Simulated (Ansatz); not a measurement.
A relaxation computed with Ansatz, from input to last step.

```yaml
crystal:
  lattice:
    - [19.1, 0.0, 0.0]
    - [0.0, 19.2, 0.0]
    - [0.0, 0.0, 5.5068011246]
  atoms:
    - { symbol: Al, position: [0.2837643537, 0.5, 0.0] }
    - { symbol: Al, position: [0.5720785488, 0.5, 0.0] }
    - { symbol: P, position: [0.3558429025, 0.5717031396, 0.75] }
    - { symbol: P, position: [0.6441570975, 0.5717031396, 0.75] }
    - { symbol: Al, position: [0.5720785488, 0.3565937207, 0.5] }
    - { symbol: Al, position: [0.5720785488, 0.6434062793, 0.5] }
    - { symbol: P, position: [0.3558429025, 0.4282968604, 0.25] }
    - { symbol: P, position: [0.6441570975, 0.4282968604, 0.25] }
    - { symbol: Al, position: [0.4279214512, 0.5, 0.5] }
    - { symbol: Al, position: [0.7162356463, 0.5, 0.5] }
    - { symbol: P, position: [0.5, 0.2848905811, 0.25] }
    - { symbol: P, position: [0.5, 0.5717031396, 0.25] }
    - { symbol: Al, position: [0.4279214512, 0.3565937207, 0.0] }
    - { symbol: Al, position: [0.4279214512, 0.6434062793, 0.0] }
    - { symbol: P, position: [0.5, 0.4282968604, 0.75] }
    - { symbol: P, position: [0.5, 0.7151094189, 0.75] }
    - { symbol: H, position: [0.2353999333, 0.5481125224, 0.1677490089] }
    - { symbol: H, position: [0.2353999333, 0.4518874776, 0.8322509911] }
    - { symbol: H, position: [0.3129194793, 0.6144030033, 0.6011227546] }
    - { symbol: H, position: [0.6870805207, 0.6144030033, 0.8988772454] }
    - { symbol: H, position: [0.6204429692, 0.3084811983, 0.6677490089] }
    - { symbol: H, position: [0.6204429692, 0.6915188017, 0.3322509911] }
    - { symbol: H, position: [0.3129194793, 0.3855969967, 0.3988772454] }
    - { symbol: H, position: [0.6870805207, 0.3855969967, 0.1011227546] }
    - { symbol: H, position: [0.7646000667, 0.5481125224, 0.3322509911] }
    - { symbol: H, position: [0.7646000667, 0.4518874776, 0.6677490089] }
    - { symbol: H, position: [0.5429234232, 0.2421907174, 0.1011227546] }
    - { symbol: H, position: [0.4570765768, 0.2421907174, 0.3988772454] }
    - { symbol: H, position: [0.3795570308, 0.3084811983, 0.8322509911] }
    - { symbol: H, position: [0.3795570308, 0.6915188017, 0.1677490089] }
    - { symbol: H, position: [0.5429234232, 0.7578092826, 0.8988772454] }
    - { symbol: H, position: [0.4570765768, 0.7578092826, 0.6011227546] }
basis:
  ecutwfc: 420
kpoints:
  mp_grid: { grid: [1, 1, 6] }
hamiltonian:
  xc: pbe
scf:
  occupations: { method: gaussian, width: 0.05 }
output:
  forces: true
  stress: true
  eigenvalues: true
  populations: true
  write_density: true
  write_potential: true
  elf: true
  volumetric_format: npy
relax:
  adjacent_minimum: "off"
  f_tol: 0.02
  max_steps: 45
  cell: { fix: [a, b, alpha, beta, gamma], stress_tol: 0.03 }
```

```bash
ansatz run input.yaml --threads 4 --pin off --max-ram 11264MiB --backend cpu --events-out ev --progress --plain --runs-dir out
```

Theory: Ansatz 0.2.0, DFT PBE, scalar-relativistic, plane waves, PAW.

Of 6 frames 5 are shown, positions in Å and forces in eV/Å; the SCF threshold varies from step to step. Steps run on the plane waves of an earlier cell, with a Pulay correction in the pressure. The basis is chosen afresh for the last frame, the zero of the energies, and at times for earlier ones too; energy and pressure can step there, also at an unchanged geometry. Where two frames share a geometry here, they differ by under 2 meV/atom and 0.3 GPa.

```xyz
32
Lattice="19.1000 0.0000 0.0000 0.0000 19.2000 0.0000 0.0000 0.0000 5.5068" Properties=species:S:1:pos:R:3:forces:R:3 pbc="T T T" step=1 free_energy_over_end_meV_per_atom=23.57 pressure_GPa=0.15
Al    5.4199    9.6000    0.0000   -1.2791    0.0000    0.0000
Al   10.9267    9.6000    0.0000    0.2681    0.0000    0.0000
P     6.7966   10.9767    4.1301    0.7161   -0.1486    0.0650
P    12.3034   10.9767    4.1301   -0.7161   -0.1486   -0.0650
Al   10.9267    6.8466    2.7534    0.6335   -0.1199    0.3945
Al   10.9267   12.3534    2.7534    0.6335    0.1199   -0.3945
P     6.7966    8.2233    1.3767    0.7161    0.1486   -0.0650
P    12.3034    8.2233    1.3767   -0.7161    0.1486    0.0650
Al    8.1733    9.6000    2.7534   -0.2681    0.0000    0.0000
Al   13.6801    9.6000    2.7534    1.2791    0.0000    0.0000
P     9.5500    5.4699    1.3767    0.0000    0.5740    0.0000
P     9.5500   10.9767    1.3767    0.0000   -0.2328    0.0000
Al    8.1733    6.8466    0.0000   -0.6335   -0.1199   -0.3945
Al    8.1733   12.3534    0.0000   -0.6335    0.1199    0.3945
P     9.5500    8.2233    4.1301    0.0000    0.2328    0.0000
P     9.5500   13.7301    4.1301    0.0000   -0.5740    0.0000
H     4.4961   10.5238    0.9238    0.2172    0.1677    0.1807
H     4.4961    8.6762    4.5830    0.2172   -0.1677   -0.1807
H     5.9768   11.7965    3.3103   -0.0208   -0.0272    0.0011
H    13.1232   11.7965    4.9499    0.0208   -0.0272   -0.0011
H    11.8505    5.9228    3.6772   -0.0558   -0.0767    0.0660
H    11.8505   13.2772    1.8296   -0.0558    0.0767   -0.0660
H     5.9768    7.4035    2.1965   -0.0208    0.0272   -0.0011
H    13.1232    7.4035    0.5569    0.0208    0.0272    0.0011
H    14.6039   10.5238    1.8296   -0.2172    0.1677   -0.1807
H    14.6039    8.6762    3.6772   -0.2172   -0.1677    0.1807
H    10.3698    4.6501    0.5569   -0.1630   -0.2549    0.2140
H     8.7302    4.6501    2.1965    0.1630   -0.2549   -0.2140
H     7.2495    5.9228    4.5830    0.0558   -0.0767   -0.0660
H     7.2495   13.2772    0.9238    0.0558    0.0767    0.0660
H    10.3698   14.5499    4.9499   -0.1630    0.2549   -0.2140
H     8.7302   14.5499    3.3103    0.1630    0.2549    0.2140
32
Lattice="19.1000 0.0000 0.0000 0.0000 19.2000 0.0000 0.0000 0.0000 5.5185" Properties=species:S:1:pos:R:3:forces:R:3 pbc="T T T" step=2 free_energy_over_end_meV_per_atom=1.94 pressure_GPa=-0.04
Al    5.2290    9.6000    0.0000   -0.1606    0.0000    0.0000
Al   10.9418    9.6000    0.0000   -0.2185    0.0000    0.0000
P     6.8433   10.9026    4.2506   -0.0973    0.0191   -0.0061
P    12.2567   10.9026    4.0272    0.0973    0.0191    0.0061
Al   11.0192    6.8147    2.8925   -0.0431    0.1502    0.0593
Al   11.0192   12.3853    2.6260   -0.0431   -0.1502   -0.0593
P     6.8433    8.2974    1.2679   -0.0973   -0.0191    0.0061
P    12.2567    8.2974    1.4914    0.0973   -0.0191   -0.0061
Al    8.1582    9.6000    2.7593    0.2185    0.0000    0.0000
Al   13.8710    9.6000    2.7593    0.1606    0.0000    0.0000
P     9.5500    5.6099    1.3796    0.0000   -0.0315    0.0000
P     9.5500   10.9570    1.3796    0.0000    0.2413    0.0000
Al    8.0808    6.8147   -0.1332    0.0431    0.1502   -0.0593
Al    8.0808   12.3853    0.1332    0.0431   -0.1502    0.0593
P     9.5500    8.2430    4.1389    0.0000   -0.2413    0.0000
P     9.5500   13.5901    4.1389    0.0000    0.0315    0.0000
H     4.4836   10.6096    1.0207    0.0626   -0.1590   -0.1627
H     4.4836    8.5904    4.4978    0.0626    0.1590    0.1627
H     6.0196   11.7080    3.4179    0.0135    0.0792   -0.0748
H    13.0804   11.7080    4.8599   -0.0135    0.0792    0.0748
H    11.8800    5.8423    3.8304   -0.0560   -0.0050   -0.0817
H    11.8800   13.3577    1.6881   -0.0560    0.0050    0.0817
H     6.0196    7.4920    2.1006    0.0135   -0.0792    0.0748
H    13.0804    7.4920    0.6586   -0.0135   -0.0792   -0.0748
H    14.6164   10.6096    1.7386   -0.0626   -0.1590    0.1627
H    14.6164    8.5904    3.7799   -0.0626    0.1590   -0.1627
H    10.3399    4.6931    0.6292   -0.0620   -0.0082    0.0512
H     8.7601    4.6931    2.1301    0.0620   -0.0082   -0.0512
H     7.2200    5.8423    4.4474    0.0560   -0.0050    0.0817
H     7.2200   13.3577    1.0712    0.0560    0.0050   -0.0817
H    10.3399   14.5069    4.8893   -0.0620    0.0082   -0.0512
H     8.7601   14.5069    3.3885    0.0620    0.0082    0.0512
32
Lattice="19.1000 0.0000 0.0000 0.0000 19.2000 0.0000 0.0000 0.0000 5.5270" Properties=species:S:1:pos:R:3:forces:R:3 pbc="T T T" step=3 free_energy_over_end_meV_per_atom=0.30 pressure_GPa=0.00
Al    5.2236    9.6000    0.0000   -0.0746    0.0000    0.0000
Al   10.9234    9.6000    0.0000   -0.0938    0.0000    0.0000
P     6.8314   10.9048    4.2353   -0.0169   -0.0141    0.0166
P    12.2686   10.9048    4.0552    0.0169   -0.0141   -0.0166
Al   11.0163    6.8324    2.8797    0.0075   -0.0087    0.0153
Al   11.0163   12.3676    2.6473    0.0075    0.0087   -0.0153
P     6.8314    8.2952    1.2917   -0.0169    0.0141   -0.0166
P    12.2686    8.2952    1.4718    0.0169    0.0141    0.0166
Al    8.1766    9.6000    2.7635    0.0938    0.0000    0.0000
Al   13.8764    9.6000    2.7635    0.0746    0.0000    0.0000
P     9.5500    5.6080    1.3817    0.0000   -0.0161    0.0000
P     9.5500   10.9729    1.3817    0.0000    0.0409    0.0000
Al    8.0837    6.8324   -0.1162   -0.0075   -0.0087   -0.0153
Al    8.0837   12.3676    0.1162   -0.0075    0.0087    0.0153
P     9.5500    8.2271    4.1452    0.0000   -0.0409    0.0000
P     9.5500   13.5920    4.1452    0.0000    0.0161    0.0000
H     4.4670   10.5928    1.0021    0.0105   -0.0138   -0.0295
H     4.4670    8.6072    4.5249    0.0105    0.0138    0.0295
H     6.0511   11.7367    3.3814    0.0118    0.0077    0.0032
H    13.0489   11.7367    4.9091   -0.0118    0.0077   -0.0032
H    11.8623    5.8301    3.7925   -0.0043    0.0027   -0.0209
H    11.8623   13.3699    1.7345   -0.0043   -0.0027    0.0209
H     6.0511    7.4633    2.1456    0.0118   -0.0077   -0.0032
H    13.0489    7.4633    0.6179   -0.0118   -0.0077    0.0032
H    14.6330   10.5928    1.7614   -0.0105   -0.0138    0.0295
H    14.6330    8.6072    3.7655   -0.0105    0.0138   -0.0295
H    10.3275    4.6782    0.6390    0.0036    0.0281   -0.0133
H     8.7725    4.6782    2.1245   -0.0036    0.0281    0.0133
H     7.2377    5.8301    4.4979    0.0043    0.0027    0.0209
H     7.2377   13.3699    1.0290    0.0043   -0.0027   -0.0209
H    10.3275   14.5218    4.8880    0.0036   -0.0281    0.0133
H     8.7725   14.5218    3.4025   -0.0036   -0.0281   -0.0133
32
Lattice="19.1000 0.0000 0.0000 0.0000 19.2000 0.0000 0.0000 0.0000 5.5312" Properties=species:S:1:pos:R:3:forces:R:3 pbc="T T T" step=4 free_energy_over_end_meV_per_atom=0.10 pressure_GPa=0.00
Al    5.2038    9.6000    0.0000    0.0052    0.0000    0.0000
Al   10.9132    9.6000    0.0000   -0.0140    0.0000    0.0000
P     6.8269   10.8960    4.2404   -0.0095   -0.0185    0.0044
P    12.2731   10.8960    4.0565    0.0095   -0.0185   -0.0044
Al   11.0220    6.8381    2.8809    0.0180   -0.0059   -0.0122
Al   11.0220   12.3619    2.6503    0.0180    0.0059    0.0122
P     6.8269    8.3040    1.2909   -0.0095    0.0185   -0.0044
P    12.2731    8.3040    1.4747    0.0095    0.0185    0.0044
Al    8.1868    9.6000    2.7656    0.0140    0.0000    0.0000
Al   13.8962    9.6000    2.7656   -0.0052    0.0000    0.0000
P     9.5500    5.6241    1.3828    0.0000    0.0017    0.0000
P     9.5500   10.9795    1.3828    0.0000    0.0076    0.0000
Al    8.0780    6.8381   -0.1153   -0.0180   -0.0059    0.0122
Al    8.0780   12.3619    0.1153   -0.0180    0.0059   -0.0122
P     9.5500    8.2205    4.1484    0.0000   -0.0076    0.0000
P     9.5500   13.5759    4.1484    0.0000   -0.0017    0.0000
H     4.4473   10.5957    0.9927   -0.0036    0.0160    0.0018
H     4.4473    8.6043    4.5385   -0.0036   -0.0160   -0.0018
H     6.0613   11.7402    3.3842    0.0106   -0.0052    0.0066
H    13.0387   11.7402    4.9126   -0.0106   -0.0052   -0.0066
H    11.8679    5.8268    3.7814    0.0023   -0.0033   -0.0033
H    11.8679   13.3732    1.7498    0.0023    0.0033    0.0033
H     6.0613    7.4598    2.1470    0.0106    0.0052   -0.0066
H    13.0387    7.4598    0.6186   -0.0106    0.0052    0.0066
H    14.6527   10.5957    1.7729    0.0036    0.0160   -0.0018
H    14.6527    8.6043    3.7583    0.0036   -0.0160    0.0018
H    10.3253    4.6988    0.6327   -0.0012    0.0046   -0.0020
H     8.7747    4.6988    2.1329    0.0012    0.0046    0.0020
H     7.2321    5.8268    4.5154   -0.0023   -0.0033    0.0033
H     7.2321   13.3732    1.0158   -0.0023    0.0033   -0.0033
H    10.3253   14.5012    4.8985   -0.0012   -0.0046    0.0020
H     8.7747   14.5012    3.3983    0.0012   -0.0046   -0.0020
32
Lattice="19.1000 0.0000 0.0000 0.0000 19.2000 0.0000 0.0000 0.0000 5.5353" Properties=species:S:1:pos:R:3:forces:R:3 pbc="T T T" step=6 free_energy_over_end_meV_per_atom=0.00 pressure_GPa=0.00
Al    5.1927    9.6000    0.0000    0.0149    0.0000    0.0000
Al   10.9070    9.6000    0.0000    0.0026    0.0000    0.0000
P     6.8241   10.8859    4.2448    0.0029   -0.0049   -0.0067
P    12.2759   10.8859    4.0582   -0.0029   -0.0049    0.0067
Al   11.0287    6.8420    2.8799    0.0055   -0.0035   -0.0057
Al   11.0287   12.3580    2.6555    0.0055    0.0035    0.0057
P     6.8241    8.3141    1.2906    0.0029    0.0049    0.0067
P    12.2759    8.3141    1.4771   -0.0029    0.0049   -0.0067
Al    8.1930    9.6000    2.7677   -0.0026    0.0000    0.0000
Al   13.9073    9.6000    2.7677   -0.0149    0.0000    0.0000
P     9.5500    5.6342    1.3838    0.0000    0.0026    0.0000
P     9.5500   10.9847    1.3838    0.0000    0.0033    0.0000
Al    8.0713    6.8420   -0.1122   -0.0055   -0.0035    0.0057
Al    8.0713   12.3580    0.1122   -0.0055    0.0035   -0.0057
P     9.5500    8.2153    4.1515    0.0000   -0.0033    0.0000
P     9.5500   13.5658    4.1515    0.0000   -0.0026    0.0000
H     4.4382   10.6058    0.9844   -0.0035    0.0088    0.0002
H     4.4382    8.5942    4.5510   -0.0035   -0.0088   -0.0002
H     6.0696   11.7364    3.3853   -0.0010   -0.0044    0.0037
H    13.0304   11.7364    4.9177    0.0010   -0.0044   -0.0037
H    11.8747    5.8241    3.7725    0.0039   -0.0003    0.0007
H    11.8747   13.3759    1.7628    0.0039    0.0003   -0.0007
H     6.0696    7.4636    2.1500   -0.0010    0.0044   -0.0037
H    13.0304    7.4636    0.6177    0.0010    0.0044    0.0037
H    14.6618   10.6058    1.7833    0.0035    0.0088   -0.0002
H    14.6618    8.5942    3.7520    0.0035   -0.0088    0.0002
H    10.3222    4.7094    0.6301   -0.0032   -0.0007   -0.0026
H     8.7778    4.7094    2.1376    0.0032   -0.0007    0.0026
H     7.2253    5.8241    4.5305   -0.0039   -0.0003   -0.0007
H     7.2253   13.3759    1.0048   -0.0039    0.0003    0.0007
H    10.3222   14.4906    4.9053   -0.0032    0.0007    0.0026
H     8.7778   14.4906    3.3977    0.0032    0.0007   -0.0026
```

Time: 3.5 min on 4 threads of Arm Neoverse V1 (shared host), peak memory 2.8 GiB.